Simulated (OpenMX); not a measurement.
The system is V.

```
CELL_PARAMETERS angstrom
2.60429 0.00000 0.00000
-1.30215 2.25538 0.00000
0.00000 0.00000 4.72334
ATOMIC_POSITIONS crystal
V 0.33333 0.66667 0.25000
V 0.66667 0.33333 0.75000
```

This isn't the form of V at room conditions, which is bcc.

| Property | Result |
| --- | --- |
| Program | OpenMX 3.8.5 |
| Task | single point |
| Functional | PBE |
| Potentials or basis | OpenMX 2013 PBE set, V6.0-s3p2d2, grid cutoff 400 Ry |
| k mesh | 13 × 13 × 7 |
| Occupations | fermi-dirac, width 0.05 eV |
| Spin | collinear spin, ferromagnetic start |
| Starting moments | [2.0, 2.0] μB |

On this cell: pressure -0.4 GPa; largest force 0.006 eV/Å; net moment 0.00 μB per cell; band gap on the k mesh none (metal or under the smearing width).

The same run follows on a disturbed copy (atoms moved at random, drawn with an rms of 0.05 Å):

```
CELL_PARAMETERS angstrom
2.60429 0.00000 0.00000
-1.30215 2.25538 0.00000
0.00000 0.00000 4.72334
ATOMIC_POSITIONS crystal
V 0.33739 0.66806 0.24828
V 0.66409 0.33528 0.74232
```

What changes?

The energy (extrapolated to zero smearing) moves by +1.9 meV/atom; pressure -0.3 GPa; largest force 0.296 eV/Å; net moment 0.00 μB per cell; band gap on the k mesh none (metal or under the smearing width).

Forces on the atoms (eV/Å):
```
V    0.017  0.000 -0.295
V   -0.015 -0.008  0.296
```

Caveats: the basis of atomic orbitals isn't converged, which shifts pressures, moduli and gaps.
